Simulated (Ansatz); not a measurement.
Bi2Te3 (Tellurobismuthite):

```xyz
5
Lattice="2.1930 1.2661 10.1657 -2.1930 1.2661 10.1657 0.0000 -2.5323 10.1657" Properties=species:S:1:pos:R:3 pbc="T T T"
Bi    0.0000    0.0000   18.2982
Bi    0.0000    0.0000   12.1988
Te    0.0000    0.0000   24.1079
Te    0.0000    0.0000    6.3891
Te    0.0000    0.0000    0.0000
```

Base run:

| Property | Result |
| --- | --- |
| Program | Ansatz 0.2.0 |
| Functional | BLYP |
| Potentials or basis | Ansatz PAW |
| Cutoff | 420 eV (not typed: the program's choice for these potentials) |
| k mesh | 7 × 7 × 7 |
| Occupations | fermi-dirac, width 0.05 eV |
| Spin | no spin polarisation |

Its results: band gap on the k mesh 0.33 eV, direct; pressure 5.4 GPa; largest force 0.060 eV/Å.

Problem. The run is repeated on the same cell with these changes: functional from BLYP to PBE. What comes out?

Solution. Band gap on the k mesh 0.29 eV, direct; pressure 1.9 GPa; largest force 0.042 eV/Å.

PBE binds more tightly than BLYP, so the same cell stands under less pressure.

Caveats: spin-orbit coupling is left out, which as a rule narrows the gap of such compounds by several tenths of an eV; the PAW data sets come from PBE, with cores solved anew for the run's functional, which leaves a small shift of forces and pressure (some runs).
